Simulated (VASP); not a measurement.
Input of a VASP 6.6.1 run:

Contents of INCAR:

```
SYSTEM = Al
PREC = Accurate
ENCUT = 350
EDIFF = 1E-7
ISMEAR = 0
SIGMA = 0.1
LREAL = .False.
LASPH = .True.
NELM = 80
ALGO = Normal
ISIF = 2
LWAVE = .False.
LCHARG = .False.
```

File KPOINTS:

```
regular mesh
0
Gamma
  10 10 10
  0 0 0
```

Contents of POSCAR:

```
Al                                      
1.0
    0.0000000000      2.0093480209      2.0093480209
    2.0093480209      0.0000000000      2.0093480209
    2.0093480209      2.0093480209      0.0000000000
  Al            
     1
Direct
     0.0000000000000000    0.0000000000000000    0.0000000000000000
```

Potentials or basis: VASP PAW LDA potentials, release 64 (Al).

Run with:

```sh
$ cat potpaw_LDA.64/Al/POTCAR > POTCAR
$ mpirun -np 1 vasp_std > vasp.out
```

(1) Estimate the band gap on the k mesh.

(2) What does it give for the pressure?

Results:

(1) none (metal or under the smearing width).

(2) -2.1 GPa.
